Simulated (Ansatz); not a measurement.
Molecular dynamics of CoSi₂

Input:

```yaml
crystal:
  lattice:
    - [5.356, 0.0, 0.0]
    - [0.0, 5.356, 0.0]
    - [0.0, 0.0, 5.356]
  atoms:
    - { symbol: Co, position: [0.0, 0.0, 0.0] }
    - { symbol: Si, position: [0.25, 0.25, 0.25] }
    - { symbol: Si, position: [0.75, 0.75, 0.75] }
    - { symbol: Co, position: [0.5, 0.5, 0.0] }
    - { symbol: Si, position: [0.75, 0.75, 0.25] }
    - { symbol: Si, position: [0.25, 0.25, 0.75] }
    - { symbol: Co, position: [0.5, 0.0, 0.5] }
    - { symbol: Si, position: [0.75, 0.25, 0.75] }
    - { symbol: Si, position: [0.25, 0.75, 0.25] }
    - { symbol: Co, position: [0.0, 0.5, 0.5] }
    - { symbol: Si, position: [0.25, 0.75, 0.75] }
    - { symbol: Si, position: [0.75, 0.25, 0.25] }
basis:
  ecutwfc: 420.0
kpoints:
  mp_grid: { grid: [2, 2, 2] }
hamiltonian:
  xc: pbe
  pseudopotentials: { kind: paw, azcp: { folder: soft_1 } }
scf:
  occupations: { method: fermi_dirac, width: 0.24 }
  lower_state_search: "off"
md:
  timestep: 1.5
  n_steps: 250
  ensemble: nvt_langevin
  temperature: 2800.0
  initial_velocities: maxwell_boltzmann
  seed: 543645
  friction: 0.02
```

Launched with:

```bash
$ ansatz run input.yaml --threads 1 --pin off --max-ram 3072MiB --backend cpu --events-out ev --progress --plain --runs-dir out
```

It starts from a structure without forces on its atoms.

Output, in part (step lines):

```
md step     0: t =     0.00 fs  T =  2566.7 K  F+E_penalty+E_count = -25596.19686837 eV  E_kin = 3.981208 eV  (10 SCF iters)
md step     1: t =     1.50 fs  T =  2638.7 K  F+E_penalty+E_count = -25596.16760874 eV  E_kin = 4.092995 eV  (8 SCF iters)
md step     2: t =     3.00 fs  T =  2900.4 K  F+E_penalty+E_count = -25596.07663646 eV  E_kin = 4.498806 eV  (8 SCF iters)
md step     3: t =     4.50 fs  T =  2522.3 K  F+E_penalty+E_count = -25595.92949002 eV  E_kin = 3.912447 eV  (8 SCF iters)
md step     4: t =     6.00 fs  T =  2288.6 K  F+E_penalty+E_count = -25595.74135552 eV  E_kin = 3.549867 eV  (8 SCF iters)
md step     5: t =     7.50 fs  T =  2105.3 K  F+E_penalty+E_count = -25595.52722482 eV  E_kin = 3.265501 eV  (6 SCF iters)
md step     6: t =     9.00 fs  T =  2016.1 K  F+E_penalty+E_count = -25595.28825017 eV  E_kin = 3.127290 eV  (6 SCF iters)
md step     7: t =    10.50 fs  T =  1736.5 K  F+E_penalty+E_count = -25595.03017198 eV  E_kin = 2.693498 eV  (7 SCF iters)
[... lines left out ...]
md step   249: t =   373.50 fs  T =  2330.5 K  F+E_penalty+E_count = -25592.22554555 eV  E_kin = 3.614819 eV  (7 SCF iters)
md step   250: t =   375.00 fs  T =  2519.1 K  F+E_penalty+E_count = -25592.36731349 eV  E_kin = 3.907498 eV  (8 SCF iters)
```

The steps, from the saved trajectory:

| time (fs) | T (K) | potential energy less start (eV) |
| --- | --- | --- |
| 0 | 2567 | 0.000 |
| 12 | 1724 | 1.428 |
| 24 | 1306 | 2.797 |
| 36 | 2575 | 2.700 |
| 48 | 3312 | 4.581 |
| 60 | 1626 | 7.770 |
| 72 | 2591 | 5.859 |
| 84 | 4193 | 5.391 |
| 96 | 4589 | 5.558 |
| 108 | 3272 | 6.553 |
| 120 | 3253 | 7.094 |
| 132 | 3662 | 6.143 |
| 144 | 3396 | 4.437 |
| 156 | 3847 | 4.198 |
| 168 | 3689 | 4.966 |
| 180 | 2574 | 5.715 |
| 192 | 2273 | 5.775 |
| 204 | 2581 | 4.913 |
| 216 | 3052 | 3.857 |
| 228 | 2893 | 3.819 |
| 240 | 1833 | 4.787 |
| 252 | 2716 | 3.749 |
| 264 | 2958 | 2.044 |
| 276 | 2362 | 3.397 |
| 288 | 3256 | 3.398 |
| 300 | 3367 | 3.315 |
| 312 | 2244 | 4.448 |
| 324 | 2995 | 4.185 |
| 336 | 2383 | 3.269 |
| 348 | 3103 | 4.053 |
| 360 | 1618 | 5.283 |
| 372 | 2274 | 4.113 |

All steps were run. A run of 0.38 ps of so small a system gives no equilibrium averages. Spin polarisation was left off. Limits of this set-up: coarse k mesh, magnetic elements without spin.

Mean squared displacements from the first frame to the last, about the centre of mass: Co 0.11 Å², Si 0.10 Å².

Last frame:

```xyz
12
Lattice="5.3560 0.0000 0.0000 0.0000 5.3560 0.0000 0.0000 0.0000 5.3560" Properties=species:S:1:pos:R:3
Co 0.289 -0.041 -0.236
Si 1.694 1.363 0.810
Si 3.712 4.304 3.561
Co 2.763 2.525 -0.763
Si 4.447 4.102 1.147
Si 1.338 1.139 3.534
Co 2.531 0.034 1.976
Si 3.978 1.085 3.509
Si 1.446 3.732 0.903
Co -0.097 2.496 2.538
Si 1.280 3.875 3.514
Si 4.067 1.366 0.607
```

The run took 14 min on 1 thread of Arm Neoverse V2, with other jobs on the host, peak memory 0.44 GiB.
